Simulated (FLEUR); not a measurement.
CdTe under changes of volume

One of the cells (32.922 Å³/atom); the others are scaled copies at fixed shape and fractional positions:

```
Te Cd
1.0
     0.00000    3.20500    3.20500
     3.20500    0.00000    3.20500
     3.20500    3.20500    0.00000
Te Cd
1 1
Direct
  0.75000 0.75000 0.75000
  0.00000 0.00000 0.00000
```

```yaml
Program: FLEUR MaX-R8.1 (later development tree)
Functional: PBE
Potentials_or_basis: all-electron
Basis: FLAPW
Kmax: 5 1/bohr
k_mesh: 7 × 7 × 7
Occupations: fermi-dirac, width 0.05 eV
Spin: no spin polarisation
```

```tsv
volume (Å³/atom)	energy over the lowest point (meV/atom)	gap on the mesh (eV)
30.947	109.62	1.06
31.605	79.22	1.00
32.922	34.50	0.87
34.239	?	?
34.897	0.00	0.69
```

Problem. What does the run at 34.239 Å³/atom give?

Solution. Energy over the lowest point 7.75 meV/atom; gap on the mesh 0.75 eV.

Worked out: A Birch-Murnaghan fit of order 2 (a polynomial in V^(-2/3)) to the other rows has no minimum within the range. It gives 7.64 meV/atom at 34.239 Å³/atom, against the run's 7.75. A straight line through the other rows of the gap, of slope -3.1 eV per unit of ln V (its deformation potential), gives 0.75 eV, against the run's 0.75.

Energies are extrapolated to zero smearing.

Caveats: spin-orbit coupling is left out, which moves the levels of the heavy elements.
